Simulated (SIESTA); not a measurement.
Crystal: TaSi2.

```
Ta Si
1.0
     4.78000    0.00000    0.00000
    -2.39000    4.13960    0.00000
     0.00000    0.00000    6.56400
Ta Si
3 6
Direct
  0.00000 0.50000 0.16667
  0.50000 0.50000 0.83333
  0.50000 0.00000 0.50000
  0.33330 0.16665 0.16667
  0.16665 0.83335 0.83333
  0.83335 0.66670 0.50000
  0.66670 0.83335 0.16667
  0.83335 0.16665 0.83333
  0.16665 0.33330 0.50000
```

Base run:

* Program: SIESTA 5.4.2
* Functional: PBEsol
* Potentials or basis: PseudoDojo 0.4 standard (PBEsol files)
* Basis: DZP (energy shift 0.003 Ry; two zetas on semicore shells)
* Grid cutoff: 800 Ry
* Energy shift: 0.003 Ry
* k mesh: 7 × 7 × 4
* Occupations: fermi-dirac, width 0.05 eV
* Spin: no spin polarisation

Its results: band gap on the k mesh none (metal or under the smearing width); pressure -1.1 GPa; largest force 0.787 eV/Å.

The run is repeated on the same cell with these changes: functional from PBEsol to PBE; potentials or basis from PseudoDojo 0.4 standard (PBEsol files) to PseudoDojo 0.4 standard (PBE files). What comes out?

Band gap on the k mesh none (metal or under the smearing width); pressure 3.7 GPa; largest force 0.825 eV/Å.

Caveats: short orbitals over semicore shells can move pressures by several GPa; spin-orbit coupling is left out, which moves the levels of the heavy elements; the cell's inner coordinates are idealised or old, which leaves forces on the atoms; the basis of atomic orbitals isn't converged, which shifts pressures, moduli and gaps.
